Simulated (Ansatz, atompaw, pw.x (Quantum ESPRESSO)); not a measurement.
## H (Z = 1): one change to the PAW (atompaw) potential, in the atom and in the diamond crystal

atompaw 4.2.0.5 input, output lines left out:

```
H 1
GGA-PBE scalarrelativistic loggrid 1500 logderivrange -2 5 176
1 0 0 0 0 0
1 0 1
0 0 0
v
1
1.50 1.10 1.25 1.10
y
-0.15
n
y
-0.15
n
custom polynom2 7 10 vanderbiltortho sinc
bessel
1.50
1.50
1.50
```

Change: wave 2p channel at -0.15 Ry: rc 1.50 bohr becomes 2p channel at 2.94 Ry: rc 1.50 bohr.

Cutoffs, loose and tight: the cutoffs (Ry, on a coarse ladder) from which the occupation-weighted sum of valence levels, in a spherical-Bessel basis at the reference potential, stays within 10 and 1 mRy of its value at 400 Ry. They see the waves and projectors alone, not the compensation charge or the core.

Crystal test: diamond H in pw.x 7.5, no spin, 15³ k-points, Fermi–Dirac smearing 0.01 Ry, cutoffs set for each file from its atomic test. The reference is all-electron LAPW (Ansatz 0.2.0) with the same functional, mesh and smearing; V0 and B0 come from Birch–Murnaghan fits to the pressures at five volumes. Errors are pseudo minus all-electron; Δ is the rms difference of the E(V) curves that follow from these fits, minima aligned, over ±6 % about the mean V0. Mesh and smearing are coarse, so the numbers serve the comparison and aren't converged zero-temperature values; the lattice is a test structure that the element need not adopt.

All-electron: a0 = 3.013 Å (V0 = 3.42 Å³/atom), B0 = 91.2 GPa.

Does the change bring the crystal closer to the all-electron result?

The mean pressure error goes from +0.80 to +1.47 GPa, so the change moves the solid further from the all-electron pressures.

```
                 quantity       base    changed
           outcome (atom)  generated  generated
     cutoff, loose (atom)      10 Ry      10 Ry
     cutoff, tight (atom)      15 Ry      15 Ry
      bound ghosts (atom)       none       none
     cutoffs in pw.x (Ry)     40/400     40/400
                   a0 (Å)      3.022      3.029
             a0 error (%)      +0.29      +0.53
             B0 error (%)       +0.4       -0.1
             Δ (meV/atom)        0.6        1.1
mean pressure error (GPa)      +0.80      +1.47
```

Base: The largest radius (1.50 bohr) exceeds half the bond length (1.23 bohr), so the spheres overlap, which is one possible source of error among others. Changed file: The largest radius (1.50 bohr) exceeds half the bond length (1.23 bohr), so the spheres overlap, which is one possible source of error among others. This is a poor potential for the solid. The atomic cutoffs weigh occupied waves only.
